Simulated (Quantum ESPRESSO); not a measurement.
Input of a Quantum ESPRESSO 7.5 run:

pw.in

```
&CONTROL
  calculation = 'relax'
  prefix = 'pwscf'
  outdir = './tmp'
  pseudo_dir = './pseudo'
  tprnfor = .true.
  tstress = .true.
  disk_io = 'low'
  nstep = 40
  forc_conv_thr = 0.0001
  etot_conv_thr = 1d-05
/
&SYSTEM
  ibrav = 0
  nat = 2
  ntyp = 2
  ecutwfc = 45
  ecutrho = 270
  nbnd = 14
  input_dft = 'wc'
  occupations = 'smearing'
  smearing = 'fd'
  degauss = 0.00367493
  vdw_corr = 'grimme-d2'
/
&ELECTRONS
  conv_thr = 4d-10
  electron_maxstep = 120
  mixing_beta = 0.5
/
&IONS
  ion_dynamics = 'bfgs'
/
ATOMIC_SPECIES
I    126.9045 I.LDA_PW-JTH.UPF
Na    22.9898 Na.LDA_PW-JTH.UPF
CELL_PARAMETERS angstrom
   0.0161820000    3.2364000000    3.2364000000
   3.2525820000    0.0000000000    3.2525820000
   3.2364000000    3.2364000000    0.0161820000
ATOMIC_POSITIONS crystal
I      0.5000000000    0.5000000000    0.5000000000
Na     0.0000000000    0.0000000000    0.0000000000
K_POINTS automatic
7 7 7 0 0 0
```

Potentials or basis: JTH 2.0 LDA.

The run is started by

```bash
$ OMP_NUM_THREADS=1 pw.x -in pw.in > pw.out
```

(1) Predict the band gap on the k mesh.

## Answers

(1) 3.50 eV, direct.

Caveat: D2 keeps the scale fitted for PBE; the relaxation stopped at its first step, so nothing moved; spin-orbit coupling is left out, which moves the levels of the heavy elements.
